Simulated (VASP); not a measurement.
Al2O3, 5 atoms in the cell. Symmetry: P6/mmm, No. 191, hexagonal system. Conventional cell: a = 5.057 Å, b = 5.057 Å, c = 2.529 Å, α = 90.00°, β = 90.00°, γ = 120.00°. Al (site symmetry -6m2) is surrounded by 6 O at 1.93 Å. O (site symmetry mmm) has 4 Al at 1.93 Å as nearest neighbours. The cell was built by a generator and needn't be a form met in nature.

```yaml
Program: VASP 6.6.1
Task: single point
Functional: PBE
Potentials_or_basis: VASP PAW PBE potentials, release 64 (Al, O)
Cutoff: 520 eV
k_mesh: 6 × 6 × 10
Occupations: gaussian, width 0.02 eV
Spin: no spin polarisation
Dipole_correction: no
Further_INCAR_settings: ALGO = Fast; EDIFF = 1e-07; NBANDS = 20
```

Potentials or basis: VASP PAW PBE potentials, release 64 (Al, O).

The run is started by

```sh
$ cat potpaw_PBE.64/Al/POTCAR potpaw_PBE.64/O/POTCAR > POTCAR
$ mpirun -np 1 vasp_std > vasp.out
```

Hardware: 1 thread of Intel(R) Xeon(R) 6975P-C (Granite Rapids), with other jobs on the host.

How long does it take, and how much memory?

It took 24 s on 1 thread of Intel(R) Xeon(R) 6975P-C (Granite Rapids), with other jobs on the host, peak memory 0.18 GiB. Counts: scf iterations 18, k points 42.
